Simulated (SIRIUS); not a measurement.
The system is Ta.

```
CELL_PARAMETERS angstrom
-1.65128 1.65128 1.65128
1.65128 -1.65128 1.65128
1.65128 1.65128 -1.65128
ATOMIC_POSITIONS crystal
Ta 0.00000 0.00000 0.00000
```

Base run:

| Quantity | Value |
| --- | --- |
| Program | SIRIUS 7.12.0 |
| Functional | PBE |
| Potentials or basis | JTH 2.0 PBE (PAW) |
| Cutoff | 557 eV |
| Density cutoff | 5442 eV |
| k mesh | 11 × 11 × 11 |
| Occupations | fermi-dirac, width 0.05 eV |
| Spin | no spin polarisation |

Its results: band gap on the k mesh none (metal or under the smearing width); pressure 2.1 GPa.

The run is repeated on the same cell with these changes: potentials or basis from JTH 2.0 PBE (PAW) to PseudoDojo 0.5 PBE standard (scalar relativistic); cutoff from 557 eV to 807 eV; density cutoff from 5442 eV to 3227 eV. What comes out?

Band gap on the k mesh none (metal or under the smearing width); pressure 2.5 GPa.
